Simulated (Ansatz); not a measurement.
**How high a cutoff does the level of V_Pb in PbF2 (Fm-3m) need?**

Question: how much does the plane-wave cutoff change the (−1/−2) level of V_Pb in PbF2 (Fm-3m), and what does each choice cost? Model: a cell of 36 host atoms with 1 Pb taken out.

Program: Ansatz 0.2.0. Level of theory: plane-wave PAW DFT; relaxations with PBE, then single points with PBE, on supercells at fixed charge in a uniform background. Results are calculated unless marked as measured.

This is a report of a sequence of runs, with most program output left out.

### Step 1. The starting structure

The cell holds 35 atoms: 11 Pb and 24 F. Its edges and angles: a = 8.486 Å, b = 8.486 Å, c = 12.729 Å, α = 60.0°, β = 60.0°, γ = 60.0°. It derives from PbF2 (space group Fm-3m). Nearest the centre at fractional (0.500, 0.500, 0.667): F35 at 2.60 Å, F33 at 2.60 Å, F5 at 2.60 Å, F8 at 2.60 Å, F27 at 2.60 Å, F23 at 2.60 Å, F14 at 2.60 Å, F18 at 2.60 Å. The cell carries charge −2.

Coordinates:

```xyz
35
Lattice="0.0000 6.0003 6.0003 6.0003 0.0000 6.0003 9.0005 9.0005 0.0000" Properties=species:S:1:pos:R:3 pbc="T T T"
Pb    0.0000    0.0000    0.0000
F     4.5002    4.5002    4.5002
F     1.5001    1.5001    1.5001
Pb    3.0002    3.0002    0.0000
F     7.5004    7.5004    4.5002
F     4.5002    4.5002    1.5001
Pb    6.0003    6.0003    0.0000
F    10.5006   10.5006    4.5002
F     7.5004    7.5004    1.5001
Pb    3.0002    0.0000    3.0002
F     7.5004    4.5002    7.5004
F     4.5002    1.5001    4.5002
Pb    6.0003    3.0002    3.0002
F    10.5006    7.5004    7.5004
F     7.5004    4.5002    4.5002
Pb    9.0005    6.0003    3.0002
F    13.5007   10.5006    7.5004
F    10.5006    7.5004    4.5002
Pb    0.0000    3.0002    3.0002
F     4.5002    7.5004    7.5004
F     1.5001    4.5002    4.5002
Pb    3.0002    6.0003    3.0002
F     7.5004   10.5006    7.5004
F     4.5002    7.5004    4.5002
Pb    6.0003    9.0005    3.0002
F    10.5006   13.5007    7.5004
F     7.5004   10.5006    4.5002
Pb    3.0002    3.0002    6.0003
F     7.5004    7.5004   10.5006
F     4.5002    4.5002    7.5004
Pb    6.0003    6.0003    6.0003
F    10.5006   10.5006   10.5006
F     7.5004    7.5004    7.5004
F    13.5007   13.5007   10.5006
F    10.5006   10.5006    7.5004
```

Screening for the image-charge correction: ε∞ = 3.35, ε0 = 55.47, computed on the host (DFPT, PBEsol).

The cell's shortest repeat is 8.5 Å.

### Step 2. Relaxing both charge states, PBE

The study needs fixed structures, so each charge is relaxed once, at the zone centre alone, from small random displacements that break the symmetry of the site.

File qm2.relax/input.yaml:

```yaml
crystal:
  lattice:
    - [0.0, 3.00016646, 3.00016646]
    - [3.00016646, 0.0, 3.00016646]
    - [3.00016646, 3.00016646, 0.0]
  atoms:
    - { symbol: Pb, position: [0.0, 0.0, 0.0] }
    - { symbol: F, position: [0.75, 0.75, 0.75] }
    - { symbol: F, position: [0.25, 0.25, 0.25] }
  supercell: [2, 2, 3]
  defects: [{ vacancy: 33 }]
total_charge: -2
basis:
  ecutwfc: 420
  xc_grid: 2
hamiltonian:
  xc: pbe
  pseudopotentials: { kind: paw, azcp: { folder: soft_1 } }
kpoints:
  mp_grid: { grid: [1, 1, 1] }
scf:
  occupations: { method: fixed }
  max_iter: 100
output:
  forces: true
  charged_corrections:
    epsilon: 3.35
    static_epsilon: 55.47
    defect_position: [0.5, 0.5, 0.666667]
relax:
  f_tol: 0.02
  max_steps: 60
  random_displacement: { amplitude: 0.05, seed: 8333 }
checkpoint:
  write: "../qm2.relax.run"
  compress: false
  write_wavefunctions: true
  write_every: 100000
```

Launch:

```bash
> ansatz run input.yaml --threads 4 --pin off --max-ram 17899MiB --backend cpu --events-out ev --progress --plain --runs-dir out
```

It took 12 s on 4 threads of Arm Neoverse V2, shared host; peak memory 0.76 GiB; 43 s of CPU time.

Step by step:

| step | energy less that of the first step (eV) | largest force component (eV/Å) |
| --- | --- | --- |
| 1 | 0.0000 | 0.9144 |
| 2 | -0.9205 | 0.6058 |
| 3 | -1.1139 | 0.1258 |
| 4 | -1.1299 | 0.0615 |
| 5 | -1.1342 | 0.0193 |

The atoms that moved most (Å, from the sites as typed, ahead of the random displacement, the mean shift of all atoms taken out):

| atom | dx | dy | dz | length |
| --- | --- | --- | --- | --- |
| F5 | -0.179 | -0.180 | -0.139 | 0.289 |
| F35 | 0.179 | 0.178 | 0.139 | 0.288 |
| F14 | 0.137 | -0.161 | 0.163 | 0.267 |
| F23 | -0.162 | 0.136 | 0.163 | 0.267 |
| F18 | 0.161 | -0.135 | -0.161 | 0.265 |
| F27 | -0.134 | 0.161 | -0.162 | 0.265 |
| F8 | 0.122 | 0.122 | -0.116 | 0.208 |
| F33 | -0.121 | -0.120 | 0.112 | 0.204 |

Final coordinates:

```xyz
35
Lattice="0.0000 6.0003 6.0003 6.0003 0.0000 6.0003 9.0005 9.0005 0.0000" Properties=species:S:1:pos:R:3 pbc="T T T"
Pb    0.0075    0.0164   -0.0147
F     4.4922    4.5031    4.5018
F     1.4815    1.4882    1.4998
Pb    2.9791    2.9871    0.0297
F     7.3151    7.3227    4.3682
F     4.4583    4.4651    1.4782
Pb    5.9950    6.0031    0.0085
F    10.6155   10.6249    4.3920
F     7.5593    7.5679    1.4355
Pb    2.9452   -0.0143    3.0658
F     7.4938    4.4761    7.5128
F     4.5197    1.5018    4.5039
Pb    6.0421    3.0191    2.9486
F    10.6306    7.3411    7.6708
F     7.5157    4.4568    4.5486
Pb    8.9962    6.0022    3.0083
F    13.5399   10.4792    7.4690
F    10.6547    7.3669    4.3461
Pb   -0.0246    2.9548    3.0656
F     4.4652    7.5017    7.5135
F     1.4939    4.5295    4.5034
Pb    3.0099    6.0505    2.9488
F     7.3323   10.6385    7.6711
F     4.4498    7.5258    4.5476
Pb    5.9941    9.0029    3.0079
F    10.4681   13.5470    7.4694
F     7.3594   10.6638    4.3461
Pb    2.9629    2.9720    6.0089
F     7.5074    7.5157   10.5129
F     4.4917    4.5004    7.5133
Pb    6.0247    6.0329    6.0051
F    10.4296   10.4384   10.5756
F     7.3729    7.3823    7.6201
F    13.5304   13.5375   10.5370
F    10.6731   10.6804    7.6469
```

The atoms nearest to the centre after the run:

| atom | distance (Å) |
| --- | --- |
| F8 | 2.799 |
| F33 | 2.809 |
| F18 | 2.853 |
| F27 | 2.863 |
| F14 | 2.864 |
| F23 | 2.874 |
| F5 | 2.884 |
| F35 | 2.886 |

| charge | moment set (μB) | steps | largest displacement (Å) | time |
| --- | --- | --- | --- | --- |
| −2 | 0 | 5 | 0.29 | 12 s |
| −1 | 1 | 14 | 0.36 | 78 s |

The relaxation ends 32 meV an atom lower than the displaced start, with a largest force component of 0.019 eV/Å.

### Step 3. First setting: 250 eV

Total energies converge slowly with the cutoff, but a level is a difference between cells with the same atoms, so much of the error should cancel. The host is run again at each cutoff. The single points sample one point at (¼, ¼, ¼).

File qm2.e250/input.yaml:

```yaml
crystal:
  checkpoint: "../qm2.relax.run"
  host: checkpoint
total_charge: -2
basis:
  ecutwfc: 250
  xc_grid: 2
hamiltonian:
  xc: pbe
  pseudopotentials: { kind: paw, azcp: { folder: soft_1 } }
kpoints:
  mp_grid: { grid: [1, 1, 1], shift: [0.25, 0.25, 0.25] }
scf:
  occupations: { method: fermi_dirac, width: 0.01 }
  max_iter: 100
output:
  forces: true
  charged_corrections:
    epsilon: 3.35
    static_epsilon: 55.47
    defect_position: [0.5, 0.5, 0.666667]
  eigenvalues: true
checkpoint:
  write: "../qm2.e250.run"
  compress: false
  write_wavefunctions: false
  write_every: 100000
```

Wall time 4.2 s (4 threads); peak memory 0.63 GiB; 15 s of CPU time.

Both charges and the host at this setting go to place-levels, which corrects for the image charge and aligns the potentials.

File levels.e250.yaml:

```yaml
host:
  run: host.e250.run
states: [qm2.e250.run, qm1_M1.e250.run]
geometry_from:
  qm2.e250.run: qm2.relax.run
  qm1_M1.e250.run: qm1_M1.relax_smeared.run
  host.e250.run: host.relax.run
```

Launch:

```bash
> ansatz place-levels levels.e250.yaml -- --threads 4 --pin off --max-ram 17899MiB
```

Wall time 0.11 s (4 threads).

At this setting the gap is 4.387 eV and (−1/−2) lies 0.481 eV above the valence top.

### Step 4. The other settings

In the defect's inputs only the studied keys change. The next input; the others follow the same pattern (350 eV, 420 eV, 500 eV, 600 eV and 750 eV):

qm2.e300/input.yaml, as its differences from qm2.e250/input.yaml of step 3:

```diff
@@ -5,3 +5,3 @@
 basis:
-  ecutwfc: 250
+  ecutwfc: 300
   xc_grid: 2
@@ -23,3 +23,3 @@
 checkpoint:
-  write: "../qm2.e250.run"
+  write: "../qm2.e300.run"
   compress: false
```

### Step 5. Result against cost

Times of the states on 4 threads of Arm Neoverse V2, shared host; the host is run again at each setting:

| plane-wave cutoff | gap (eV) | (−1/−2) above the valence top (eV) | under the conduction bottom (eV) | level less that at 750 eV (meV) | time, both charge states | time, host and placing | peak memory of a state (GiB) |
| --- | --- | --- | --- | --- | --- | --- | --- |
| 250 eV | 4.387 | 0.481 | 3.906 | 42 | 14 s | 15 s | 0.9 |
| 300 eV | 4.414 | 0.432 | 3.982 | -7 | 16 s | 1.8 s | 1.1 |
| 350 eV | 4.392 | 0.427 | 3.964 | -11 | 20 s | 15 s | 1.3 |
| 420 eV | 4.390 | 0.438 | 3.952 | -1 | 26 s | 2.3 s | 1.6 |
| 500 eV | 4.390 | 0.437 | 3.953 | -2 | 34 s | 3.1 s | 1.9 |
| 600 eV | 4.389 | 0.439 | 3.950 | 1 | 42 s | 3.7 s | 2.4 |
| 750 eV | 4.389 | 0.439 | 3.951 | 0 | 58 s | 4.4 s | 3.2 |

### Step 6. Outcome

```yaml
minus_1_minus_2_level_250_ev: 0.48 eV
minus_1_minus_2_level_300_ev: 0.43 eV
minus_1_minus_2_level_350_ev: 0.43 eV
minus_1_minus_2_level_420_ev: 0.44 eV
minus_1_minus_2_level_500_ev: 0.44 eV
minus_1_minus_2_level_600_ev: 0.44 eV
minus_1_minus_2_level_750_ev: 0.44 eV
```

Over the settings in the table the level spans 0.054 eV; from 350 eV on, both the level and its depth under the conduction bottom lie within 0.02 eV of the reference (750 eV, 0.44 eV); 350 eV takes 34 % of its time for the two charge states. The largest miss of the level above the valence top is 42 meV, with 250 eV. The total energy of the charged cell falls by 54.1 eV over the same range, so nearly all of the basis error cancels in the level. Cell and atoms were held and forces were not judged; the files' recommended cutoff is 420 eV. Only the charges −2 and −1 were run, each from one start, so (−1/−2) need not be a change between stable states. The host ran in cells of different size at different settings, so its times don't compare. The program calls the alignment of potentials doubtful in this cell, and the corrections (0.84 and 1.72 eV for the two states) enter the level by their difference, 0.88 eV: its value is uncertain, though the differences between settings are less so. What this leaves open: one k-point off the zone centre stands for the whole zone; the images are only 8.5 Å apart; the static dielectric constant is over ten times the electronic one, which points to a soft mode and may be far too large; PBE makes the gap too small and tends to spread out bound carriers; spin–orbit coupling, which can matter with heavy atoms, is left out.

[Logs are printed without paths, hosts, clocks, repeated set-up lines and the standing remarks that a program may print on its own settings, such as how far it seeks lower states.]

[Hosts, paths, dates, database ids (printed as entryN), source tags and the programs' standing remarks are cut or masked in the printed files.]

[Where a table of states has a column of steps, it counts the stored structures, which are thinned; the runs took as many ionic steps or more.]

[For some hosts the program warned that the k-mesh of the response run may be too coarse for force constants and the static dielectric constant; such warnings are not shown here.]
